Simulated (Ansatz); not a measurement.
## Computed properties of TaN

```yaml
crystal:
  lattice:
    - [3.05000, 0.00000, 0.00000]
    - [-1.52500, 2.64138, 0.00000]
    - [0.00000, 0.00000, 4.94000]
  atoms:
    - { symbol: Ta, position: [0.33333, 0.66667, 0.00000] }
    - { symbol: Ta, position: [0.66667, 0.33333, 0.50000] }
    - { symbol: N, position: [0.33333, 0.66667, 0.38500] }
    - { symbol: N, position: [0.66667, 0.33333, 0.88500] }
```

Atom numbers follow the list: Ta1, Ta2, N3, N4.

The cell is a database entry far from equilibrium at this level of theory, probably a faulty or high-pressure entry; it serves as a test geometry alone.

Spin–orbit coupling is left out, though it moves levels of the heavy atoms by tenths of an eV or more.

Levels of theory: DFT, LDA, all-electron LAPW, scalar-relativistic (Ansatz 0.2.0); DFT, LDA, PAW with Ansatz's default frozen-core files, scalar-relativistic (Ansatz 0.2.0).

For LAPW: a Γ-centred 9×9×5 k mesh, Fermi–Dirac smearing of 0.03 eV, basis error target 1 meV/atom, no spin polarisation. PAW takes a cutoff of 420 eV at this cell (files made with PBE, cores remade for this functional). The Ansatz runs share mesh, smearing and spin set-up. Values come from LAPW unless marked.

* Pressure at this cell: 115.9 GPa
* Band gap: none: bands cross the Fermi level, a metal
* Stress xx, yy, zz (compression positive): 123.99, 123.99, 99.59 GPa
* Largest force: 2.210 eV/Å on Ta1
* Density of states at the Fermi level (0.2 eV bin): 1.58 states/eV per cell
* Löwdin charges (with 0.20 e of the cell spilling out of the atomic basis, so their sizes and signs hang on that basis): Ta1 0.54, N3 -0.44 e
* Bader charges (from the PAW run): Ta1 +1.67, N3 -1.67 e
* Volume per atom: 67.1 bohr³
